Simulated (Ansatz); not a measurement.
# CdS: the cost of one run

Computed with Ansatz 0.2.0 (DFT PBE, scalar-relativistic, plane waves, PAW, unless a step's input says otherwise).

## 1. The starting structure

Symmetry: P1, No. 1, triclinic system. The conventional cell has a = 4.063 Å, b = 4.063 Å, c = 5.414 Å, α = 98.08°, β = 98.08°, γ = 94.22°. Cd (site symmetry 1) is surrounded by 3 S at 2.35 to 2.55 Å and 1 Cd at 2.35 Å. Around S (site symmetry 1) lie 3 Cd at 2.35 to 2.55 Å and 1 S at 2.35 Å.

As a file:

```
CELL_PARAMETERS angstrom
4.06262 0.00000 0.00000
-0.29931 4.05158 0.00000
-0.76100 -0.81929 5.29775
ATOMIC_POSITIONS crystal
Cd 0.01054 0.01054 0.23495
Cd 0.43871 0.18263 0.57810
S 0.98946 0.98946 0.76505
S 0.81737 0.56129 0.42190
```

Recipe of the guess: 4-connected net, two elements spread over the vertices (P1, No. 1). Its size is a rough estimate.

## 2. Probe: one point on a coarse mesh

input.yaml reads:

```yaml
crystal:
  lattice:
    - [4.06262276, 0.0, 0.0]
    - [-0.29930538, 4.05158241, 0.0]
    - [-0.76099615, -0.81928742, 5.29774842]
  atoms:
    - { symbol: Cd, position: [0.01054001, 0.01054, 0.23495001] }
    - { symbol: Cd, position: [0.43871001, 0.18263, 0.57810003] }
    - { symbol: S, position: [0.98946, 0.98945999, 0.76504999] }
    - { symbol: S, position: [0.81737, 0.56128999, 0.42189997] }
basis:
  ecutwfc: 420
kpoints:
  mp_grid: { grid: [4, 4, 4] }
hamiltonian:
  xc: pbe
scf:
  occupations: { method: gaussian, width: 0.1 }
  lower_state_search: "off"
output:
  forces: true
  stress: true
  eigenvalues: true
```

Started as:

```sh
ansatz run input.yaml --threads 1 --pin off --max-ram 2560MiB --backend cpu --events-out ev --progress --plain --runs-dir out
```

**Question.** How long does this run take on 1 thread of Arm Neoverse V2, shared host, and how much memory does it need?

About 7.3 s, with a peak of 0.33 GiB.
